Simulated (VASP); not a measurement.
Input of a VASP 6.6.1 run:

File INCAR:

```
SYSTEM = P
PREC = Accurate ; ENCUT = 600
EDIFF = 1E-6 ; ISMEAR = 0
SIGMA = 0.03 ; LREAL = .False.
LASPH = .True. ; NELM = 80
ALGO = Normal ; ISIF = 3
LWAVE = .False. ; LCHARG = .False.
IBRION = 2 ; NSW = 90
EDIFFG = -0.01 ; LATTICE_CONSTRAINTS = .TRUE. .TRUE. .FALSE.
```

KPOINTS

```
Automatic mesh
0
Gamma
  10 8 1
  0 0 0
```

The input POSCAR:

```
P
1.0
    3.3164000000      0.0000000000      0.0000000000
    0.0000000000      4.3793000000      0.0000000000
    0.0000000000      0.0000000000     20.1307681600
P
4
Direct
    0.0000000000      0.5806800000      0.4470768300
    0.5000000000      0.9193200000      0.4470768300
    0.5000000000      0.0806800000      0.5529231700
    0.0000000000      0.4193200000      0.5529231700
```

Potentials or basis: VASP PAW LDA potentials, release 64 (P).

Run with:

```console
$ cat potpaw_LDA.64/P/POTCAR > POTCAR
$ mpirun -np 1 vasp_std > vasp.out
```

(1) Estimate the band gap on the k mesh.

(2) Estimate the relaxed cell.

Answers

(1) 0.58 eV, direct.

(2) a = 3.270 Å, b = 4.354 Å, c = 20.131 Å, α = 90.00°, β = 90.00°, γ = 90.00°.
